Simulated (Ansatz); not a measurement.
The parent structure is AlSb in the zinc blende structure (space group F-43m, No. 216; a = 6.226 Å).

Calculations: PBE/PAW in Ansatz (a first-principles code), without spin-orbit coupling, earlier PAW set.

One change was made to it. Results:

The gap character goes from indirect, Γ → L to indirect, Γ → X; the band gap decreases by 0.50 eV to 0.74 eV; the smallest direct gap increases by 1.87 eV (1.28 eV → 3.15 eV); the lattice parameter a shrinks by 0.5164 Å, from 6.226 Å to 5.709 Å; the hole mass (degenerate bands, along [100]) changes from 0.078, 0.37, 0.37 mₑ (at Γ) to 0.16, 0.29, 0.29 mₑ (at Γ).

Task: Which change produced these results?
(A) pressure 9 GPa
(B) pressure 4.5 GPa
(C) pressure 2.1 GPa
(D) pressure 22.5 GPa

Result: D, pressure 22.5 GPa. For comparison, the band gap in the other runs: pressure 4.5 GPa gives 1.15 eV; pressure 9 GPa gives 1.04 eV; pressure 2.1 GPa gives 1.22 eV.

With Sb present, leaving out spin-orbit coupling can change the band edges. Load acts through the strain it causes; cell and atoms are relaxed under it. Effective masses come from finite differences of ±0.01 Å⁻¹. Whether these cells are dynamically stable was not tested. Measured, AlSb leaves this structure (for a Cmcm phase) near 8.1 GPa (temperature not stated; as listed in Datta, Sujoy, Jana, Debnarayan, arXiv (2020)), on rising pressure, with hysteresis.
